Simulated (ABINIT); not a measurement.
The system is TiTe2.

```
Te Ti
1.0
     3.77700    0.00000    0.00000
    -1.88850    3.27098    0.00000
     0.00000    0.00000    6.49800
Te Ti
2 1
Direct
  0.33333 0.66667 0.73720
  0.66667 0.33333 0.26280
  0.00000 0.00000 0.00000
```

- Program: ABINIT 10.8.3 (patched build)
- Task: relaxation of cell and atoms
- Functional: PBE
- Dispersion: D3(BJ)
- Potentials or basis: JTH PAW PBE v2.0
- Cutoff: 408 eV
- k mesh: 8 × 8 × 4
- Occupations: fermi-dirac, width 0.05 eV
- Spin: no spin polarisation

At the start: pressure -1.8 GPa; volume 26.76 Å³/atom.

Problem. Where does the relaxation end?

Solution. Over 10 steps the energy falls by 9.9 meV/atom and the volume is 25.35 Å³/atom (-5.3 %); space group P-3m1 (No. 164, to 0.05 Å).

The path:
| step | energy change (eV) | largest force (eV/Å) | pressure (GPa) | volume (Å³) |
| --- | --- | --- | --- | --- |
| 1 | 0.0000 | 0.0372 | -1.83 | 80.28 |
| 2 | -0.0041 | 0.0688 | -1.58 | 79.93 |
| 3 | -0.0186 | 0.2655 | 0.22 | 77.43 |
| 4 | -0.0204 | 0.2475 | 0.27 | 77.18 |
| 5 | -0.0284 | 0.0180 | 0.14 | 75.89 |
| 6 | -0.0286 | 0.0104 | -0.01 | 76.10 |
| 7 | -0.0287 | 0.0015 | -0.10 | 76.21 |
| 8 | -0.0290 | 0.0109 | -0.22 | 76.30 |
| 9 | -0.0295 | 0.0175 | -0.24 | 76.26 |
| 10 | -0.0298 | 0.0116 | -0.14 | 76.06 |

Final structure:
```
Te Ti
1.0
     3.71641    0.00000    0.00000
    -1.85821    3.21851    0.00000
     0.00000    0.00000    6.35918
Te Ti
2 1
Direct
  0.33333 0.66667 0.72884
  0.66667 0.33333 0.27116
  0.00000 0.00000 0.00000
```

Caveat: the log and the count of SCF iterations are those of the last ABINIT call alone.
